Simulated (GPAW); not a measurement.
The system is AlN.

```
Al N
1.0
     3.11300    0.00000    0.00000
    -1.55650    2.69594    0.00000
     0.00000    0.00000    4.98100
Al N
2 2
Cartesian
  1.5565 0.8986 2.4905
  0.0000 1.7973 0.0000
  1.5565 0.8986 4.3833
  0.0000 1.7973 1.8928
```

```yaml
Program: GPAW 26.7.0
Task: relaxation of cell and atoms
Functional: PW91
Potentials_or_basis: PAW data sets generated in the run's folder for this functional
Cutoff: 800 eV
Basis: pw
k_mesh: 7 × 7 × 4
Occupations: fermi-dirac, width 0.05 eV
Spin: no spin polarisation
```

At the start: pressure 3.8 GPa; volume 10.45 Å³/atom.

Problem. How do energy, volume and symmetry change on relaxing?

Solution. Over 10 steps the energy falls by 3.5 meV/atom and the volume is 10.67 Å³/atom (+2.1 %); space group P6_3mc (No. 186, to 0.05 Å).

The path:
```
step  energy change (eV)  largest force (eV/Å)  pressure (GPa)  volume (Å³)
   1              0.0000                0.1303            3.85        41.80
   2             -0.0028                0.0908            3.44        41.88
   3             -0.0067                0.0266            2.67        42.03
   4             -0.0106                0.0418            1.65        42.24
   5             -0.0127                0.0814            0.48        42.48
   6             -0.0136                0.0794           -0.62        42.72
   7             -0.0136                0.0744           -0.61        42.72
   8             -0.0138                0.0648           -0.58        42.71
   9             -0.0139                0.0510           -0.53        42.70
  10             -0.0140                0.0340           -0.47        42.69
```

Final structure:
```xyz
4
Lattice="3.1333 0.0000 0.0000 -1.5667 2.7136 0.0000 0.0000 0.0000 5.0208" Properties=species:S:1:pos:R:3 pbc="T T T"
Al    1.5667    0.9045    2.5054
Al    0.0000    1.8090   -0.0050
N     1.5667    0.9045    4.4238
N     0.0000    1.8090    1.9134
```

Caveat: later steps reuse the first step's grids.
